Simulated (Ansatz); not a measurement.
Crystal: ZrO2, fluorite type, 3 atoms in the cell.

These are results of r²SCAN, plane waves, PAW datasets (generated hard set) (Ansatz), not measurements.

Cutoff 700 eV; k-mesh 12×12×12 Γ-centred; Fermi–Dirac smearing of 0.1 eV; no spin polarisation.

Q: What equilibrium volume, lattice constant and bulk modulus does this give?

A: V₀ = 10.978 Å³/atom (a₀ = 5.088 Å), B₀ = 257 GPa, B₀′ = 4.17. The points behind the fit:

```
V (Å³/atom)   a (Å)  E − E(min) (meV/atom)  P (GPa)
     10.266  4.9758                  41.49    19.83
     10.601  5.0293                  10.93     9.68
     10.936  5.0817                   0.00     1.01
     11.270  5.1330                   5.82    -6.39
     11.605  5.1834                  25.96   -12.72
```

The stress includes the program's correction for the finite plane-wave basis.

This cubic structure is a model: it isn't the usual form of the substance at ambient conditions, and such phases are metastable or hypothetical. Potentials made with PBE were used with another functional.
